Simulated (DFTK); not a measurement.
# PbSe (Clausthalite) (Fm-3m) in DFTK: a series of runs

The runs below take PbSe (Clausthalite) through single point, with PBE, PBEsol.

Everything below comes from runs of DFTK 0.8.2. Logs are shortened: lines on timing, memory, paths and dates and some standing lists are left out, and cuts for length are marked.

**Measured values to compare with.**

From a printed reference work, monograph, for a bulk crystal of PbSe: band gap 0.28 eV (direct) at 300 K; band gap 0.15 eV (direct) at 4.2 K.

The results are compared with them further down.

## 1. The structure

It takes space group Fm-3m (No. 225, cubic). The conventional cell has a = 6.121 Å, b = 6.121 Å, c = 6.121 Å, α = 90.00°, β = 90.00°, γ = 90.00°. Pb (site symmetry m-3m) is surrounded by 6 Se at 3.06 Å. Se (site symmetry m-3m) has 6 Pb at 3.06 Å as nearest neighbours.

## 2. Single point, PBE

Input file run.jl:

```julia
using DFTK
using PseudoPotentialData
using Unitful, UnitfulAtomic
using LinearAlgebra, Printf
include("save.jl")
disable_threading()

# lattice vectors are the columns
lattice = austrip(1u"Å") * [           0.0        3.06065        3.06065;
                  3.06065            0.0        3.06065;
                  3.06065        3.06065            0.0]
symbols   = [:Pb, :Se]
positions = [[0.0, 0.0, 0.0],
             [0.5, 0.5, 0.5]]
pseudopotentials = PseudoFamily("dojo.nc.sr.pbe.v0_4_1.standard.upf")
elements = Dict(s => ElementPsp(s, pseudopotentials) for s in unique(symbols))
atoms    = [elements[s] for s in symbols]

build_model(lattice, positions; symmetries=true) =
    model_DFT(lattice, atoms, positions;
              functionals=PBE(),
              temperature=austrip(0.05u"eV"),
              smearing=Smearing.FermiDirac(),
              symmetries)
Ecut  = 43.0  # hartree
kgrid = [8, 8, 8]
tol   = 1e-6
to_GPa = ustrip(uconvert(u"GPa", 1u"hartree/bohr^3"))

model = build_model(lattice, positions)
basis = PlaneWaveBasis(model; Ecut, kgrid)
display(basis)
scfres = self_consistent_field(basis;
                               tol,
                               nbandsalg=AdaptiveBands(model; n_bands_converge=20))
display(scfres.energies)
@printf "Fermi level: %.6f eV\n" ustrip(auconvert(u"eV", something(scfres.εF, NaN)))
forces = compute_forces_cart(scfres)
println("Forces (eV/Å)")
for (s, f) in zip(symbols, forces)
    @printf "%-3s %12.6f %12.6f %12.6f\n" s ustrip.(auconvert.(u"eV/Å", f))...
end
stress = compute_stresses_cart(scfres)
println("Stress (GPa)")
display(round.(stress * to_GPa; digits=4))
println("Levels at the first k-point (eV): ", round.(ustrip.(auconvert.(u"eV", scfres.eigenvalues[1][1:scfres.n_bands_converge])); digits=4))
save_scf!(scfres; forces, stress)
```

Potentials or basis: dojo.nc.sr.pbe.v0_4_1.standard.upf (PBE).

Command:

```bash
> julia --threads=1 run.jl  # save.jl only writes the numbers to a file and isn't shown; printed stress counts tension as positive; times include loading and compiling
```

The log of the run:

```text
PlaneWaveBasis discretization:

    Ecut                 : 43.0 Ha
    fft_size             : (54, 54, 54), 157464 total points
    kgrid                : MonkhorstPack([8, 8, 8])
    num.   red. kpoints  : 512
    num. irred. kpoints  : 29

    Discretized Model(gga_x_pbe+gga_c_pbe, 3D):
        lattice (in Bohr)    : [0         , 5.78379   , 5.78379   ]
                               [5.78379   , 0         , 5.78379   ]
                               [5.78379   , 5.78379   , 0         ]
        unit cell volume     : 386.96 Bohr³

        atoms                : PbSe
        pseudopot. family    : PseudoFamily("dojo.nc.sr.pbe.v0_4_1.standard.upf")

        num. electrons       : 30
        spin polarization    : none
        temperature          : 0.0018375 Ha
        smearing             : DFTK.Smearing.FermiDirac()

        terms                : Kinetic()
                               AtomicLocal()
                               AtomicNonlocal()
                               Ewald(nothing)
                               PspCorrection()
                               Hartree()
                               Xc(gga_x_pbe, gga_c_pbe)
                               Entropy()
n     Energy            log10(ΔE)   log10(Δρ)   Diag   Δtime
---   ---------------   ---------   ---------   ----   ------
  1   -191.6478802649                   -1.12    5.2    19.1s
  2   -191.6583311083       -1.98       -1.63    1.0    8.09s
  3   -191.6594911499       -2.94       -2.16    2.9    10.7s
  4   -191.6595200267       -4.54       -2.80    2.0    10.5s
  5   -191.6595202920       -6.58       -3.39    2.3    8.77s
  6   -191.6595204269       -6.87       -4.26    3.0    9.78s
  7   -191.6595204330       -8.21       -4.86    2.9    11.4s
  8   -191.6595204334       -9.44       -5.40    2.5    10.2s
  9   -191.6595204334      -11.38       -5.65    2.3    10.5s
 10   -191.6595204334      -11.79       -6.50    1.5    8.19s
Energy breakdown (in Ha):
    Kinetic             112.9576072
    AtomicLocal         -137.9682594
    AtomicNonlocal      -67.5153332
    Ewald               -110.6782003
    PspCorrection       5.7409082
    Hartree             50.0169981
    Xc                  -44.2132298
    Entropy             -0.0000113

    total               -191.659520433418
Fermi level: 4.433115 eV
Forces (eV/Å)
Pb      0.000000     0.000000     0.000000
Se      0.000000     0.000000     0.000000
Stress (GPa)
3×3 StaticArraysCore.SMatrix{3, 3, Float64, 9} with indices SOneTo(3)×SOneTo(3):
 -2.4157   0.0      0.0
  0.0     -2.4157   0.0
  0.0      0.0     -2.4157
Levels at the first k-point (eV): [-42.9901, -42.9901, -42.9877, -42.9877, -42.9877, -12.5373, -12.5373, -12.5373, -12.5316, -12.5316, -9.3094, -2.0242, 2.4168, 2.4168, 2.4168, 8.9986, 8.9986, 8.9986, 10.8168, 10.8168]
```

It took 3.7 min on 1 thread of AMD EPYC 7R32 (Zen 2), shared host; peak memory 1.9 GiB.

Results:

```
Free energy            : -5215.3212 eV
Pressure               : 2.4 GPa
Band gap on the k mesh : 0.30 eV, direct
```

Caveat: spin-orbit coupling is left out, which as a rule narrows the gap of such compounds by several tenths of an eV.

## 3. Single point, PBEsol

Changes to run.jl since step 2:

```diff
@@ -14,3 +14,3 @@
              [0.5, 0.5, 0.5]]
-pseudopotentials = PseudoFamily("dojo.nc.sr.pbe.v0_4_1.standard.upf")
+pseudopotentials = PseudoFamily("dojo.nc.sr.pbesol.v0_4_1.standard.upf")
 elements = Dict(s => ElementPsp(s, pseudopotentials) for s in unique(symbols))
@@ -20,3 +20,3 @@
     model_DFT(lattice, atoms, positions;
-              functionals=PBE(),
+              functionals=PBEsol(),
               temperature=austrip(0.05u"eV"),
```

Potentials or basis: dojo.nc.sr.pbesol.v0_4_1.standard.upf (PBEsol).

Command:

```bash
> julia --threads=1 run.jl  # save.jl only writes the numbers to a file and isn't shown; printed stress counts tension as positive; times include loading and compiling
```

The log of the run:

```text
PlaneWaveBasis discretization:

    Ecut                 : 43.0 Ha
    fft_size             : (54, 54, 54), 157464 total points
    kgrid                : MonkhorstPack([8, 8, 8])
    num.   red. kpoints  : 512
    num. irred. kpoints  : 29

    Discretized Model(gga_x_pbe_sol+gga_c_pbe_sol, 3D):
        lattice (in Bohr)    : [0         , 5.78379   , 5.78379   ]
                               [5.78379   , 0         , 5.78379   ]
                               [5.78379   , 5.78379   , 0         ]
        unit cell volume     : 386.96 Bohr³

        atoms                : PbSe
        pseudopot. family    : PseudoFamily("dojo.nc.sr.pbesol.v0_4_1.standard.upf")

        num. electrons       : 30
        spin polarization    : none
        temperature          : 0.0018375 Ha
        smearing             : DFTK.Smearing.FermiDirac()

        terms                : Kinetic()
                               AtomicLocal()
                               AtomicNonlocal()
                               Ewald(nothing)
                               PspCorrection()
                               Hartree()
                               Xc(gga_x_pbe_sol, gga_c_pbe_sol)
                               Entropy()
n     Energy            log10(ΔE)   log10(Δρ)   Diag   Δtime
---   ---------------   ---------   ---------   ----   ------
  1   -191.4074756166                   -1.15    5.2    15.9s
  2   -191.4168142986       -2.03       -1.65    1.1    7.69s
  3   -191.4178204329       -3.00       -2.18    3.0    9.94s
  4   -191.4178458293       -4.60       -2.82    2.0    9.14s
  5   -191.4178460570       -6.64       -3.42    2.3    7.62s
  6   -191.4178461676       -6.96       -4.35    3.0    7.36s
  7   -191.4178461731       -8.26       -4.81    3.3    9.59s
  8   -191.4178461735       -9.44       -5.40    2.0    8.72s
  9   -191.4178461735      -11.44       -5.70    2.3    9.60s
 10   -191.4178461735      -11.88       -6.23    1.3    6.45s
Energy breakdown (in Ha):
    Kinetic             112.8661969
    AtomicLocal         -138.5748783
    AtomicNonlocal      -66.8812108
    Ewald               -110.6782003
    PspCorrection       5.6986598
    Hartree             49.9322420
    Xc                  -43.7806357
    Entropy             -0.0000198

    total               -191.417846173476
Fermi level: 4.265215 eV
Forces (eV/Å)
Pb      0.000000     0.000000    -0.000000
Se      0.000000     0.000000    -0.000000
Stress (GPa)
3×3 StaticArraysCore.SMatrix{3, 3, Float64, 9} with indices SOneTo(3)×SOneTo(3):
  0.4933  -0.0     -0.0
 -0.0      0.4933   0.0
 -0.0      0.0      0.4933
Levels at the first k-point (eV): [-43.1465, -43.1465, -43.1441, -43.1441, -43.1441, -12.5792, -12.5792, -12.5792, -12.5767, -12.5767, -9.4448, -2.1747, 2.3031, 2.3031, 2.3031, 8.8441, 8.8441, 8.8441, 10.6279, 10.6279]
```

Run time: 3 min. Hardware: 1 thread of Intel Xeon 6975P-C (Granite Rapids), shared host; peak memory 2 GiB.

What came out:

| Quantity | Value |
| --- | --- |
| Free energy | -5208.7449 eV |
| Pressure | -0.5 GPa |
| Band gap on the k mesh | 0.21 eV, direct |

Caveat: spin-orbit coupling is left out, which as a rule narrows the gap of such compounds by several tenths of an eV.

## 4. How close it comes

Step 2. A measured gap of PbSe is 0.28 eV (direct; 300 K; a printed reference work, monograph); the calculated 0.30 eV misses it by +0.02 eV. 2 values of this kind are on record (0.15 to 0.28 eV); this one was drawn at random. Spin-orbit coupling on Pb, Se is left out. The value is that of PBE on a finite k mesh, which can miss the band edges, without temperature or zero-point motion.

Step 3. Against the measured gap of PbSe, 0.15 eV (direct; 4.2 K; a printed reference work, monograph), the calculated 0.21 eV is off by +0.06 eV. 2 values of this kind are on record (0.15 to 0.28 eV); this one was drawn at random. Spin-orbit coupling on Pb, Se is left out. The value is that of PBEsol on a finite k mesh, which can miss the band edges, without temperature or zero-point motion.
